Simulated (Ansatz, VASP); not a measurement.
**GaN: VASP beside Ansatz**

```
CELL_PARAMETERS angstrom
1.50937 0.87144 2.46503
-1.50937 0.87144 2.46503
0.00000 -1.74288 2.46503
ATOMIC_POSITIONS crystal
Ga 0.00000 0.00000 0.00000
N 0.50000 0.50000 0.50000
```

Alike in both runs: functional PBE; k mesh 6 × 6 × 6; occupations gaussian, width 0.1 eV; collinear spin.

Ansatz relaxed the structure, and its values are those at the end. VASP's run is a single point on that final structure, the one shown.

|  | VASP | Ansatz |
| --- | --- | --- |
| version | VASP 6.6.1 | Ansatz 0.2.0 |
| potentials or method | VASP PAW PBE potentials, release 64 (Ga_d, N) | scalar-relativistic, plane waves, PAW |
| plane-wave cutoff (eV) | 520 | 420 |
| valence electrons in the cell | 18 | 18 |

```csv
,VASP,Ansatz,Ansatz less VASP
gap on the k mesh at the Fermi level (eV),0.38,0.39,+0.009
least direct gap on the mesh (eV),2.37,2.37,-0.003
pressure (GPa),0.4,-0.4,-0.74
net moment per atom (μB),0.00,0.00,0.000
```

Ansatz warned: «seeded_moment_not_kept».

Caveats: the k mesh is coarse (spacing up to 0.42 Å⁻¹), so the values aren't converged.
